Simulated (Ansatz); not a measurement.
Method: Ansatz 0.2.0, DFT PBE, scalar-relativistic, plane waves, PAW. Settings: cutoff 420 eV, Γ-centred meshes spaced at most about 0.3 Å⁻¹, and about 0.25 Å⁻¹ or finer for metals (2π included), Gaussian smearing. No spin polarisation.

These are static total energies at zero pressure.

Task: Order these relaxed structures of AlGa2As3 by energy, lowest first, with the energy over the lowest of them.
A.

```
Al Ga As
1.0
     6.42783    0.00000    0.00000
    -3.21391    5.56666    0.00000
     0.00000    0.00000    3.84109
Al Ga As
1 2 3
Direct
  0.00000 0.00000 0.00000
  0.33333 0.66667 0.00000
  0.66667 0.33333 0.00000
  0.50000 0.00000 0.50000
  0.50000 0.50000 0.50000
  0.00000 0.50000 0.50000
```

B.

```
Al Ga As
1.0
     3.37184    0.00000    0.00000
     0.00000    3.37184    0.00000
     0.00000    0.00000   11.04790
Al Ga As
1 2 3
Direct
  0.50000 0.50000 0.00000
  0.50000 0.50000 0.34804
  0.50000 0.50000 0.65196
  0.00000 0.00000 0.88234
  0.00000 0.00000 0.11766
  0.00000 0.00000 0.50000
```

Result: B (0 meV/atom), A (260 meV/atom). Forms: B P4/mmm; A P6/mmm. Counting As atoms around Al and Ga (those within 1.25 times the shortest such distance or 1.15 times the sum of covalent radii; a plus sign parts nearer from farther groups; the shortest distance is added where it is long for a bond): B has Al 8, Ga 4+4 from 2.9 Å; A has Al 12 from 3.7 Å, Ga 6. B holds As–As pairs (shortest 2.60 Å); in A the shortest As–As distance is 3.21 Å. Both come from invented guesses. The lowest form computed isn't among them: it has Al and Ga ordered on zinc blende sites, space group P3m1 (No. 156), 23.6 Å³/atom and lies 0.52 eV/atom below the best shown. Even the lowest of the cells shown lies +0.13 eV/atom against the elements.

No dispersion correction is applied, so the spacing and binding between layers, chains or molecules are poorly described (P4/mmm), and this can change margins and order among such cells. Cells relaxed within their symmetry can be saddle points. Some structure types and database cells were kept out of the candidates from the start, so a known form may be missing.
